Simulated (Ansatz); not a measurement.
HfB2:

```xyz
3
Lattice="3.1400 0.0000 0.0000 -1.5700 2.7193 0.0000 0.0000 0.0000 3.4800" Properties=species:S:1:pos:R:3 pbc="T T T"
Hf    0.0000    0.0000    0.0000
B     1.5700    0.9064    1.7400
B     0.0000    1.8129    1.7400
```

| Quantity | Value |
| --- | --- |
| Program | Ansatz 0.2.0 |
| Task | relaxation of cell and atoms |
| Functional | LDA |
| Potentials or basis | all-electron LAPW, scalar-relativistic |
| Basis error allowed | 0.0005 eV/atom |
| k mesh | 8 × 8 × 6 |
| Occupations | fermi-dirac, width 0.1 eV |
| Spin | non-collinear spin, ferromagnetic start |
| Starting moments | [[0.354, 0.354, 0.0], [0.0, 0.0, 0.0], [0.0, 0.0, 0.0]] μB |
| Hubbard terms | Hf d U = 4.5 eV |

At the start: volume 9.90 Å³/atom.

Question: Where does the relaxation end?

Answer: Over 5 steps the energy falls by 4.4 meV/atom and the volume is 9.69 Å³/atom (-2.1 %); space group P6/mmm (No. 191, to 0.05 Å); moment 0.00 μB per cell.

Step by step:
| step | energy change (eV) | largest force (eV/Å) | volume (Å³) |
| --- | --- | --- | --- |
| 1 | 0.0000 | 0.0000 | 29.71 |
| 2 | -0.0128 | 0.0000 | 28.96 |
| 3 | -0.0132 | 0.0000 | 29.09 |
| 4 | -0.0133 | 0.0000 | 29.08 |
| 5 | -0.0133 | 0.0000 | 29.08 |

Final structure:
```
Hf B
1.0
     3.10885    0.00000    0.00000
    -1.55443    2.69235    0.00000
     0.00000    0.00000    3.47384
Hf B
1 2
Cartesian
  0.0000 0.0000 0.0000
  1.5544 0.8974 1.7369
  0.0000 1.7949 1.7369
```

Caveat: U is the effective U less J, on atomic orbitals that reach past the spheres; the k mesh is thin for a metal, which can move the energy by tens of meV per atom; the U is typed as a test and isn't derived for this compound; the starting moments weren't kept.
